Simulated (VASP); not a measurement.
# W (Im-3m) in VASP: a series of runs, part 7 of 7

VASP 6.6.1. Earlier steps stand in the parts before.

### 114 Equation of state, PBE, 15.37 Å³/atom

File INCAR:

```
PREC = Accurate
ENCUT = 900
EDIFF = 1E-7
ISMEAR = 1
SIGMA = 0.2
LREAL = False
LASPH = True
NELM = 100
ALGO = Normal
ISIF = 2
LWAVE = False
LCHARG = False
GGA = PE
ADDGRID = False
```

File KPOINTS:

```
regular mesh
0
Gamma
  11 11 11
```

File POSCAR:

```
W
1.0
   -1.5663606243      1.5663606243      1.5663606243
    1.5663606243     -1.5663606243      1.5663606243
    1.5663606243      1.5663606243     -1.5663606243
W
1
Direct
    0.0000000000      0.0000000000      0.0000000000
```

Potentials or basis: VASP PAW PBE potentials, release 64 (W).

Command:

```bash
> cat potpaw_PBE.64/W/POTCAR > POTCAR
> mpirun -np 1 vasp_std > vasp.out
```

It took 8 s on 1 thread of AMD EPYC 9R45 (Zen 5), shared host; peak memory 0.14 GiB.

The run converged, but some of its settings lie outside the range that counts as converged, so its numbers aren't taken as properties of the crystal.

Results:

| Item | Value |
| --- | --- |
| Free energy | -12.9775 eV |
| Pressure | 12.8 GPa |
| Band gap on the k mesh | none (metal or under the smearing width) |

### 115 Equation of state, PBE, 16.32 Å³/atom

INCAR is that of step 114.

KPOINTS is that of step 114.

File POSCAR:

```
W
1.0
   -1.5980128011      1.5980128011      1.5980128011
    1.5980128011     -1.5980128011      1.5980128011
    1.5980128011      1.5980128011     -1.5980128011
W
1
Direct
    0.0000000000      0.0000000000      0.0000000000
```

Command:

```bash
> cat potpaw_PBE.64/W/POTCAR > POTCAR
> mpirun -np 1 vasp_std > vasp.out
```

Wall time 8.7 s (1 thread of AMD EPYC 9R45 (Zen 5), shared host); peak memory 0.14 GiB.

The run converged, but some of its settings lie outside the range that counts as converged, so its numbers aren't taken as properties of the crystal.

Results:

| Item | Value |
| --- | --- |
| Free energy | -12.9933 eV |
| Pressure | -6.5 GPa |
| Band gap on the k mesh | none (metal or under the smearing width) |

### 116 Equation of state, PBE, 15.37 Å³/atom

INCAR: that of step 115 with these lines changed.

```diff
@@ -1,3 +1,3 @@
 PREC = Accurate
-ENCUT = 900
+ENCUT = 520
 EDIFF = 1E-7
```

File KPOINTS:

```
regular mesh
0
Gamma
  15 15 15
```

File POSCAR:

```
W
1.0
   -1.5663606243      1.5663606243      1.5663606243
    1.5663606243     -1.5663606243      1.5663606243
    1.5663606243      1.5663606243     -1.5663606243
W
1
Direct
    0.0000000000      0.0000000000      0.0000000000
```

Command:

```bash
> cat potpaw_PBE.64/W/POTCAR > POTCAR
> mpirun -np 1 vasp_std > vasp.out
```

Wall time 5.9 s (1 thread of AMD EPYC 9R45 (Zen 5), shared host); peak memory 0.1 GiB.

These settings aren't checked as converged: the numbers below hold their error.

Results:

```yaml
Free_energy: -12.9965 eV
Pressure: 12.8 GPa
Band_gap_on_the_k_mesh: none (metal or under the smearing width)
```

### 117 Equation of state, PBE, 16.32 Å³/atom

INCAR is that of step 116.

KPOINTS is that of step 116.

File POSCAR:

```
W
1.0
   -1.5980128011      1.5980128011      1.5980128011
    1.5980128011     -1.5980128011      1.5980128011
    1.5980128011      1.5980128011     -1.5980128011
W
1
Direct
    0.0000000000      0.0000000000      0.0000000000
```

Potentials or basis: VASP PAW PBE potentials, release 64 (W).

Command:

```bash
> cat potpaw_PBE.64/W/POTCAR > POTCAR
> mpirun -np 1 vasp_std > vasp.out
```

Run time: 9 s. Hardware: 1 thread of AMD EPYC 9R45 (Zen 5), shared host; peak memory 0.12 GiB.

The run converged, but some of its settings lie outside the range that counts as converged, so its numbers aren't taken as properties of the crystal.

What came out:

```yaml
Free_energy: -13.0116 eV
Pressure: -6.8 GPa
Band_gap_on_the_k_mesh: none (metal or under the smearing width)
```

### 118 Equation of state, PBE, 15.37 Å³/atom

INCAR: that of step 117 with these lines changed.

```diff
@@ -1,2 +1,2 @@
-PREC = Accurate
+PREC = Low
 ENCUT = 520
```

KPOINTS is that of step 117.

File POSCAR:

```
W
1.0
   -1.5663606243      1.5663606243      1.5663606243
    1.5663606243     -1.5663606243      1.5663606243
    1.5663606243      1.5663606243     -1.5663606243
W
1
Direct
    0.0000000000      0.0000000000      0.0000000000
```

Command:

```bash
> cat potpaw_PBE.64/W/POTCAR > POTCAR
> mpirun -np 1 vasp_std > vasp.out
```

It took 3.7 s on 1 thread of AMD EPYC 9R45 (Zen 5), shared host; peak memory 0.08 GiB.

These settings aren't checked as converged: the numbers below hold their error.

What came out:

```
Free energy            : -12.9965 eV
Pressure               : 12.8 GPa
Band gap on the k mesh : none (metal or under the smearing width)
```

### 119 Equation of state, PBE, 16.32 Å³/atom

INCAR is that of step 118.

KPOINTS is that of step 118.

File POSCAR:

```
W
1.0
   -1.5980128011      1.5980128011      1.5980128011
    1.5980128011     -1.5980128011      1.5980128011
    1.5980128011      1.5980128011     -1.5980128011
W
1
Direct
    0.0000000000      0.0000000000      0.0000000000
```

Command:

```bash
> cat potpaw_PBE.64/W/POTCAR > POTCAR
> mpirun -np 1 vasp_std > vasp.out
```

Wall time 3.9 s (1 thread of AMD EPYC 9R45 (Zen 5), shared host); peak memory 0.08 GiB.

These settings aren't checked as converged: the numbers below hold their error.

What came out:

- Free energy: -13.0117 eV
- Pressure: -6.8 GPa
- Band gap on the k mesh: none (metal or under the smearing width)

### 120 Equation of state, PBE, 15.37 Å³/atom

INCAR: that of step 119 with these lines changed.

```diff
@@ -1,2 +1,2 @@
-PREC = Low
+PREC = Normal
 ENCUT = 520
```

KPOINTS is that of step 119.

File POSCAR:

```
W
1.0
   -1.5663606243      1.5663606243      1.5663606243
    1.5663606243     -1.5663606243      1.5663606243
    1.5663606243      1.5663606243     -1.5663606243
W
1
Direct
    0.0000000000      0.0000000000      0.0000000000
```

Potentials or basis: VASP PAW PBE potentials, release 64 (W).

Command:

```bash
> cat potpaw_PBE.64/W/POTCAR > POTCAR
> mpirun -np 1 vasp_std > vasp.out
```

Wall time 3.8 s (1 thread of AMD EPYC 9R45 (Zen 5), shared host); peak memory 0.09 GiB.

These settings aren't checked as converged: the numbers below hold their error.

Results:

```
Free energy            : -12.9965 eV
Pressure               : 12.8 GPa
Band gap on the k mesh : none (metal or under the smearing width)
```

### 121 Equation of state, PBE, 16.32 Å³/atom

INCAR is that of step 120.

KPOINTS is that of step 120.

File POSCAR:

```
W
1.0
   -1.5980128011      1.5980128011      1.5980128011
    1.5980128011     -1.5980128011      1.5980128011
    1.5980128011      1.5980128011     -1.5980128011
W
1
Direct
    0.0000000000      0.0000000000      0.0000000000
```

Command:

```bash
> cat potpaw_PBE.64/W/POTCAR > POTCAR
> mpirun -np 1 vasp_std > vasp.out
```

It took 4.1 s on 1 thread of AMD EPYC 9R45 (Zen 5), shared host; peak memory 0.09 GiB.

These settings aren't checked as converged: the numbers below hold their error.

Results:

```
Free energy            : -13.0116 eV
Pressure               : -6.8 GPa
Band gap on the k mesh : none (metal or under the smearing width)
```

### 122 Equation of state, PBE, 15.37 Å³/atom

INCAR: that of step 121 with these lines changed.

```diff
@@ -1,2 +1,2 @@
-PREC = Normal
+PREC = Accurate
 ENCUT = 520
@@ -5,3 +5,3 @@
 SIGMA = 0.2
-LREAL = False
+LREAL = Auto
 LASPH = True
```

KPOINTS is that of step 121.

File POSCAR:

```
W
1.0
   -1.5663606243      1.5663606243      1.5663606243
    1.5663606243     -1.5663606243      1.5663606243
    1.5663606243      1.5663606243     -1.5663606243
W
1
Direct
    0.0000000000      0.0000000000      0.0000000000
```

Command:

```bash
> cat potpaw_PBE.64/W/POTCAR > POTCAR
> mpirun -np 1 vasp_std > vasp.out
```

It took 11 s on 1 thread of AMD EPYC 9R45 (Zen 5), shared host; peak memory 0.1 GiB.

These settings aren't checked as converged: the numbers below hold their error.

Results:

| Property | Result |
| --- | --- |
| Free energy | -12.9965 eV |
| Pressure | 12.7 GPa |
| Band gap on the k mesh | none (metal or under the smearing width) |

### 123 Equation of state, PBE, 16.32 Å³/atom

INCAR is that of step 122.

KPOINTS is that of step 122.

File POSCAR:

```
W
1.0
   -1.5980128011      1.5980128011      1.5980128011
    1.5980128011     -1.5980128011      1.5980128011
    1.5980128011      1.5980128011     -1.5980128011
W
1
Direct
    0.0000000000      0.0000000000      0.0000000000
```

Potentials or basis: VASP PAW PBE potentials, release 64 (W).

Command:

```bash
> cat potpaw_PBE.64/W/POTCAR > POTCAR
> mpirun -np 1 vasp_std > vasp.out
```

Run time: 20 s. Hardware: 1 thread of AMD EPYC 9R45 (Zen 5), shared host; peak memory 0.11 GiB.

These settings aren't checked as converged: the numbers below hold their error.

Results:

```
Free energy            : -13.0118 eV
Pressure               : -6.8 GPa
Band gap on the k mesh : none (metal or under the smearing width)
```

### 124 Equation of state, PBE, 15.37 Å³/atom

INCAR: that of step 123 with these lines changed.

```diff
@@ -2,6 +2,6 @@
 ENCUT = 520
-EDIFF = 1E-7
+EDIFF = 1E-5
 ISMEAR = 1
 SIGMA = 0.2
-LREAL = Auto
+LREAL = False
 LASPH = True
```

KPOINTS is that of step 123.

File POSCAR:

```
W
1.0
   -1.5663606243      1.5663606243      1.5663606243
    1.5663606243     -1.5663606243      1.5663606243
    1.5663606243      1.5663606243     -1.5663606243
W
1
Direct
    0.0000000000      0.0000000000      0.0000000000
```

Command:

```bash
> cat potpaw_PBE.64/W/POTCAR > POTCAR
> mpirun -np 1 vasp_std > vasp.out
```

Run time: 5.5 s. Hardware: 1 thread of AMD EPYC 9R45 (Zen 5), shared host; peak memory 0.1 GiB.

The run converged, but some of its settings lie outside the range that counts as converged, so its numbers aren't taken as properties of the crystal.

What came out:

```
Free energy            : -12.9965 eV
Pressure               : 12.8 GPa
Band gap on the k mesh : none (metal or under the smearing width)
```

### 125 Equation of state, PBE, 16.32 Å³/atom

INCAR is that of step 124.

KPOINTS is that of step 124.

File POSCAR:

```
W
1.0
   -1.5980128011      1.5980128011      1.5980128011
    1.5980128011     -1.5980128011      1.5980128011
    1.5980128011      1.5980128011     -1.5980128011
W
1
Direct
    0.0000000000      0.0000000000      0.0000000000
```

Command:

```bash
> cat potpaw_PBE.64/W/POTCAR > POTCAR
> mpirun -np 1 vasp_std > vasp.out
```

It took 7.9 s on 1 thread of AMD EPYC 9R45 (Zen 5), shared host; peak memory 0.12 GiB.

The run converged, but some of its settings lie outside the range that counts as converged, so its numbers aren't taken as properties of the crystal.

What came out:

```
Free energy            : -13.0116 eV
Pressure               : -6.8 GPa
Band gap on the k mesh : none (metal or under the smearing width)
```

### 126 Equation of state, PBE, 15.37 Å³/atom

INCAR: that of step 125 with these lines changed.

```diff
@@ -1,4 +1,4 @@
 PREC = Accurate
-ENCUT = 520
-EDIFF = 1E-5
+ENCUT = 650
+EDIFF = 1E-7
 ISMEAR = 1
```

KPOINTS is that of step 125.

File POSCAR:

```
W
1.0
   -1.5663606243      1.5663606243      1.5663606243
    1.5663606243     -1.5663606243      1.5663606243
    1.5663606243      1.5663606243     -1.5663606243
W
1
Direct
    0.0000000000      0.0000000000      0.0000000000
```

Potentials or basis: VASP PAW PBE potentials, release 64 (W).

Command:

```bash
> cat potpaw_PBE.64/W/POTCAR > POTCAR
> mpirun -np 1 vasp_std > vasp.out
```

It took 9.1 s on 1 thread of AMD EPYC 9R45 (Zen 5), shared host; peak memory 0.12 GiB.

The run converged, but some of its settings lie outside the range that counts as converged, so its numbers aren't taken as properties of the crystal.

What came out:

```yaml
Free_energy: -12.9972 eV
Pressure: 12.9 GPa
Band_gap_on_the_k_mesh: none (metal or under the smearing width)
```

### 127 Equation of state, PBE, 16.32 Å³/atom

INCAR is that of step 126.

KPOINTS is that of step 126.

File POSCAR:

```
W
1.0
   -1.5980128011      1.5980128011      1.5980128011
    1.5980128011     -1.5980128011      1.5980128011
    1.5980128011      1.5980128011     -1.5980128011
W
1
Direct
    0.0000000000      0.0000000000      0.0000000000
```

Command:

```bash
> cat potpaw_PBE.64/W/POTCAR > POTCAR
> mpirun -np 1 vasp_std > vasp.out
```

Wall time 9.4 s (1 thread of AMD EPYC 9R45 (Zen 5), shared host); peak memory 0.13 GiB.

The run converged, but some of its settings lie outside the range that counts as converged, so its numbers aren't taken as properties of the crystal.

What came out:

```
Free energy            : -13.0124 eV
Pressure               : -6.7 GPa
Band gap on the k mesh : none (metal or under the smearing width)
```

### 128 Equation of state, PBE, 15.37 Å³/atom

INCAR: that of step 127 with these lines changed.

```diff
@@ -1,3 +1,3 @@
 PREC = Accurate
-ENCUT = 650
+ENCUT = 460
 EDIFF = 1E-7
```

File KPOINTS:

```
regular mesh
0
Gamma
  18 18 18
```

File POSCAR:

```
W
1.0
   -1.5663606243      1.5663606243      1.5663606243
    1.5663606243     -1.5663606243      1.5663606243
    1.5663606243      1.5663606243     -1.5663606243
W
1
Direct
    0.0000000000      0.0000000000      0.0000000000
```

Command:

```bash
> cat potpaw_PBE.64/W/POTCAR > POTCAR
> mpirun -np 1 vasp_std > vasp.out
```

Wall time 9.4 s (1 thread of AMD EPYC 9R45 (Zen 5), shared host); peak memory 0.11 GiB.

These settings aren't checked as converged: the numbers below hold their error.

Results:

```yaml
Free_energy: -12.9945 eV
Pressure: 12.7 GPa
Band_gap_on_the_k_mesh: none (metal or under the smearing width)
```

### 129 Equation of state, PBE, 16.32 Å³/atom

INCAR is that of step 128.

KPOINTS is that of step 128.

File POSCAR:

```
W
1.0
   -1.5980128011      1.5980128011      1.5980128011
    1.5980128011     -1.5980128011      1.5980128011
    1.5980128011      1.5980128011     -1.5980128011
W
1
Direct
    0.0000000000      0.0000000000      0.0000000000
```

Potentials or basis: VASP PAW PBE potentials, release 64 (W).

Command:

```bash
> cat potpaw_PBE.64/W/POTCAR > POTCAR
> mpirun -np 1 vasp_std > vasp.out
```

It took 10 s on 1 thread of AMD EPYC 9R45 (Zen 5), shared host; peak memory 0.11 GiB.

The run converged, but some of its settings lie outside the range that counts as converged, so its numbers aren't taken as properties of the crystal.

What came out:

```yaml
Free_energy: -13.0087 eV
Pressure: -6.9 GPa
Band_gap_on_the_k_mesh: none (metal or under the smearing width)
```

### 130 Equation of state, PBE, 15.37 Å³/atom

INCAR: that of step 129 with these lines changed.

```diff
@@ -1,3 +1,3 @@
 PREC = Accurate
-ENCUT = 460
+ENCUT = 520
 EDIFF = 1E-7
```

KPOINTS is that of step 129.

File POSCAR:

```
W
1.0
   -1.5663606243      1.5663606243      1.5663606243
    1.5663606243     -1.5663606243      1.5663606243
    1.5663606243      1.5663606243     -1.5663606243
W
1
Direct
    0.0000000000      0.0000000000      0.0000000000
```

Command:

```bash
> cat potpaw_PBE.64/W/POTCAR > POTCAR
> mpirun -np 1 vasp_std > vasp.out
```

Wall time 9.7 s (1 thread of AMD EPYC 9R45 (Zen 5), shared host); peak memory 0.11 GiB.

These settings aren't checked as converged: the numbers below hold their error.

What came out:

| Quantity | Value |
| --- | --- |
| Free energy | -12.9948 eV |
| Pressure | 12.6 GPa |
| Band gap on the k mesh | none (metal or under the smearing width) |

### 131 Equation of state, PBE, 16.32 Å³/atom

INCAR is that of step 130.

KPOINTS is that of step 130.

File POSCAR:

```
W
1.0
   -1.5980128011      1.5980128011      1.5980128011
    1.5980128011     -1.5980128011      1.5980128011
    1.5980128011      1.5980128011     -1.5980128011
W
1
Direct
    0.0000000000      0.0000000000      0.0000000000
```

Command:

```bash
> cat potpaw_PBE.64/W/POTCAR > POTCAR
> mpirun -np 1 vasp_std > vasp.out
```

Run time: 15 s. Hardware: 1 thread of AMD EPYC 9R45 (Zen 5), shared host; peak memory 0.13 GiB.

The run converged, but some of its settings lie outside the range that counts as converged, so its numbers aren't taken as properties of the crystal.

Results:

```
Free energy            : -13.0091 eV
Pressure               : -6.9 GPa
Band gap on the k mesh : none (metal or under the smearing width)
```
